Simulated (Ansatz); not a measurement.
Property card for Mg

Level of theory: DFT PBE, scalar-relativistic, plane waves, PAW (Ansatz 0.2.0).

Settings: cutoff 420 eV, Γ-centred mesh 15×15×4 on the computed 4-atom cell, Gaussian smearing of 0.10 eV; no spin polarisation.

The structure is relaxed at this level of theory with its symmetry kept.

```
Mg
1.0
     3.21028    0.00000    0.00000
    -1.60514    2.78018    0.00000
     0.00000    0.00000   10.31910
Mg
4
Direct
  0.00000 0.00000 0.00000
  0.33333 0.66667 0.25000
  0.00000 0.00000 0.50000
  0.66667 0.33333 0.75000
```

Q: Formation energy from the elements' standard states (uncorrected)?

A: +0.005 eV/atom.

Q: Density of states at the Fermi level?

A: 1.80 states/eV per cell.

Q: Bader charges (e)?

A: Mg (2 in the cell) 0.05, Mg (2 in the cell) -0.05.

Cost: 1 run of about 0.6 core-minutes, on Arm Neoverse V2 (shared hosts).